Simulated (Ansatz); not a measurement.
Crystal: MnS.

```
CELL_PARAMETERS angstrom
0.00000 2.47346 2.47346
2.47346 0.00000 2.47346
2.47346 2.47346 0.00000
ATOMIC_POSITIONS crystal
Mn 0.00000 0.00000 0.00000
S 0.75000 0.75000 0.75000
```

The cell is a database's computed one.

Base run:

| Property | Result |
| --- | --- |
| Program | Ansatz 0.2.0 |
| Functional | r2SCAN |
| Potentials or basis | Ansatz PAW |
| Cutoff | 500 eV (not typed: the program's choice for these potentials) |
| k mesh | 9 × 9 × 9 |
| Occupations | fermi-dirac, width 0.05 eV |
| Spin | collinear spin, ferromagnetic start |
| Starting moments | [4.0, 0.0] μB |
| Hubbard terms | Mn d U = 5 eV |

Its results: band gap on the k mesh none (metal or under the smearing width); pressure 68.2 GPa; net moment 4.92 μB per cell; site moments Mn +4.01; S +0.10 μB.

Question: The run is repeated on the same cell with these changes: hubbard terms from Mn d U = 5 eV to Mn d U = 3 eV. What comes out?

Answer: Band gap on the k mesh none (metal or under the smearing width); pressure 57.8 GPa; net moment 4.67 μB per cell; site moments Mn +3.83; S +0.09 μB.

Caveats: the magnetic or orbital state may not be the lowest; a pressure of tens of GPa on the cell as given is suspect, and the run, the potentials or the cell itself is likely at fault; a cell with one magnetic atom can't hold antiferromagnetic order, which such compounds often take; the PAW data sets come from PBE, with cores solved anew for the run's functional, which leaves a small shift of forces and pressure.
